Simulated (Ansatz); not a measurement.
The system is CuO.

```xyz
4
Lattice="2.3446 -1.7134 0.0000 2.3446 1.7134 0.0000 -0.8605 0.0000 5.0594" Properties=species:S:1:pos:R:3 pbc="T T T"
Cu    1.1723    0.8457    0.0000
Cu    0.7420   -0.8457    2.5297
O     2.0724   -0.2841    1.2836
O     1.6421    0.2841    3.8133
```

- Program: Ansatz 0.2.0
- Task: relaxation of cell and atoms
- Functional: PBE
- Potentials or basis: Ansatz PAW
- Cutoff: 420 eV (not typed: the program's choice for these potentials)
- k mesh: 10 × 10 × 5
- Occupations: fermi-dirac, width 0.05 eV
- Spin: no spin polarisation
- Hubbard terms: Cu d U = 5.3 eV

At the start: volume 10.16 Å³/atom.

Problem. Where does the relaxation end?

Solution. It ends after 21 steps and the volume is 11.43 Å³/atom (+12.5 %); space group Cccm (No. 66, to 0.05 Å).

The path:
| step | energy change (eV) | largest force (eV/Å) | volume (Å³) |
| --- | --- | --- | --- |
| 1 | 0.0000 | 0.8375 | 40.65 |
| 2 | -0.0737 | 0.6024 | 42.14 |
| 3 | -0.1255 | 0.1440 | 43.29 |
| 4 | -0.1369 | 0.0005 | 44.25 |
| 5 | -0.1375 | 0.0012 | 44.16 |
| 6 | -0.1766 | 0.0025 | 44.16 |
| 7 | -0.1936 | 0.0087 | 45.03 |
| 8 | -0.1930 | 0.0161 | 45.43 |
| 9 | -0.1949 | 0.0006 | 45.33 |
| 10 | -0.1948 | 0.0015 | 45.34 |
| 11 | -0.2092 | 0.0031 | 45.34 |
| 12 | -0.2129 | 0.0405 | 45.57 |
| 13 | -0.2138 | 0.0008 | 45.62 |
| 14 | -0.2138 | 0.0009 | 45.66 |
| 15 | -0.2173 | 0.0014 | 45.66 |
| 16 | -0.2182 | 0.0005 | 45.71 |
| 17 | -0.2182 | 0.0015 | 45.71 |
| 18 | -0.2188 | 0.0017 | 45.71 |
| 19 | -0.2188 | 0.0072 | 45.76 |
| 20 | -0.2190 | 0.0002 | 45.73 |
| 21 | -0.2192 | 0.0001 | 45.73 |

Final structure:
```yaml
crystal:
  lattice:
    - [2.10433, -2.09219, 0.16654]
    - [2.10433, 2.09219, 0.16654]
    - [-0.41297, 0.00000, 5.16067]
  atoms:
    - { symbol: Cu, position: [0.99425, 0.49425, 0.00185] }
    - { symbol: Cu, position: [0.49425, 0.99425, 0.50185] }
    - { symbol: O, position: [0.49449, 0.49401, 0.25185] }
    - { symbol: O, position: [0.49401, 0.49449, 0.75185] }
```

Caveat: the plane-wave basis is chosen anew once the cell has moved, so the energies of steps on either side of that aren't comparable; the pressure holds a Pulay correction of +0.6 GPa for the finite cutoff; the volume moved by +12 % from the deposited cell, more than functionals usually miss; the run has no spin polarisation, though such a crystal can be magnetic; U without spin polarisation on a metal has little footing.
